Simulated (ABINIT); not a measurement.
Crystal: CsPbCl3.

```
Pb Cs Cl
1.0
     5.60500    0.00000    0.00000
     0.00000    5.60500    0.00000
     0.00000    0.00000    5.60500
Pb Cs Cl
1 1 3
Direct
  0.50000 0.50000 0.50000
  0.00000 0.00000 0.00000
  0.50000 0.00000 0.50000
  0.00000 0.50000 0.50000
  0.50000 0.50000 0.00000
```

Base run:

| Item | Value |
| --- | --- |
| Program | ABINIT 10.8.3 (patched build) |
| Functional | LDA |
| Potentials or basis | PseudoDojo NC SR LDA v0.4.1 standard |
| Cutoff | 707 eV |
| k mesh | 4 × 4 × 4 |
| Occupations | fermi-dirac, width 0.05 eV |
| Spin | no spin polarisation |

Its results: band gap on the k mesh 1.74 eV, direct; pressure -1.2 GPa.

Problem. The run is repeated on the same cell with these changes: functional from LDA to PBE; potentials or basis from PseudoDojo NC SR LDA v0.4.1 standard to PseudoDojo NC SR PBE v0.4.1 standard. What comes out?

Solution. Band gap on the k mesh 1.93 eV, direct; pressure 1.8 GPa.

Caveats: spin-orbit coupling is left out, which as a rule narrows the gap of such compounds by several tenths of an eV.

A k mesh can miss the band edges.
